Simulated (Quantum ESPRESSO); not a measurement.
Here is a Quantum ESPRESSO 7.5 calculation.

File run.py:

```python
import numpy as np
from ase.calculators.espresso import Espresso, EspressoProfile
from ase.io import read

atoms = read('NiO.cif')
atoms.set_initial_magnetic_moments([1.0, 0.0])

input_data = {
    'control': {'calculation': 'scf', 'prefix': 'pwscf', 'outdir': './tmp', 'tprnfor': True, 'tstress': True, 'disk_io': 'nowf'},
    'system': {'ecutwfc': 45.0, 'ecutrho': 360.0, 'nbnd': 22, 'occupations': 'smearing', 'smearing': 'fd', 'degauss': 0.00367493, 'nspin': 2},
    'electrons': {'conv_thr': 4e-10, 'electron_maxstep': 120, 'mixing_beta': 0.3},
}
pseudopotentials = {'O': 'o_pbesol_v1.2.uspp.F.UPF', 'Ni': 'ni_pbesol_v1.4.uspp.F.UPF'}
profile = EspressoProfile(command='mpirun -n 2 pw.x -nk 2', pseudo_dir='pseudo')
dft = Espresso(profile=profile, input_data=input_data, pseudopotentials=pseudopotentials, kpts=(11, 11, 11), koffset=(0, 0, 0))
atoms.calc = dft

print(f'energy {atoms.get_potential_energy():.8f} eV')
print('forces (eV/A)')
print(np.round(atoms.get_forces(), 6))
print('stress (eV/A^3, Voigt)')
print(np.round(atoms.get_stress(), 8))
print(f'Fermi level {dft.get_fermi_level():.4f} eV')
```

NiO.cif

```cif
data_NiO
_cell_length_a 2.94991039
_cell_length_b 2.94991039
_cell_length_c 2.94991039
_cell_angle_alpha 60.00000000
_cell_angle_beta 60.00000000
_cell_angle_gamma 60.00000000
_space_group_name_H-M_alt 'P1'
_space_group_name_Hall 'P 1'
_space_group_IT_number 1
loop_
_space_group_symop_operation_xyz
'x,y,z'
loop_
_atom_site_label
_atom_site_type_symbol
_atom_site_symmetry_multiplicity
_atom_site_Wyckoff_symbol
_atom_site_fract_x
_atom_site_fract_y
_atom_site_fract_z
_atom_site_occupancy
Ni1 Ni 1 a 0.0000000000 0.0000000000 0.0000000000 1
O1 O 1 a 0.5000000000 0.5000000000 0.5000000000 1
```

Potentials or basis: GBRV 1.5 PBEsol.

The run is started by

```sh
$ OMP_NUM_THREADS=1 python run.py
```

(1) Estimate the absolute moment.

(2) What does it give for the band gap on the k mesh?

(3) What does it give for the net moment?

(4) Predict the site moments.

## Answers

(1) 0.39 μB per cell.

(2) none (metal or under the smearing width).

(3) 0.39 μB per cell.

(4) Ni +0.33; O +0.05 μB.

Caveat: semilocal functionals often make such compounds metallic where correlation or magnetic order opens a gap, which also shifts bond lengths.

The gap isn't set beside the measured one, since this odd mesh misses points on the zone boundary.
